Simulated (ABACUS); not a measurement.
# Rh: equation of state with BLYP

The system is Rh.

```
Rh
1.0
     0.00000    1.89785    1.89785
     1.89785    0.00000    1.89785
     1.89785    1.89785    0.00000
Rh
1
Direct
  0.00000 0.00000 0.00000
```

```yaml
Program: ABACUS 3.10.1
Task: equation of state
Functional: BLYP
Potentials_or_basis: SSSP 1.3 efficiency PBE
Cutoff: 748 eV
Density_cutoff: 5987 eV
Basis: plane waves
k_mesh: 10 × 10 × 10
Occupations: fermi-dirac, width 0.05 eV
Spin: no spin polarisation
```

* Equilibrium volume: 14.75 Å³/atom (rough: see the caveat)
* Bulk modulus: 221 GPa (rough)

Energy against volume, from the lowest point:
```
volume (Å³/atom)  energy (meV/atom)
          12.851             219.26
          13.398             100.49
          13.945              30.71
          14.492               0.00
```

All runs of the series together: 7.5 s on 4 threads of Intel(R) Xeon(R) Platinum 8259CL CPU @ 2.50GHz (Skylake/Cascade Lake), on a shared host.

Caveat: the minimum lies outside the volumes run; the potentials were made for another functional, which shifts forces and pressure.
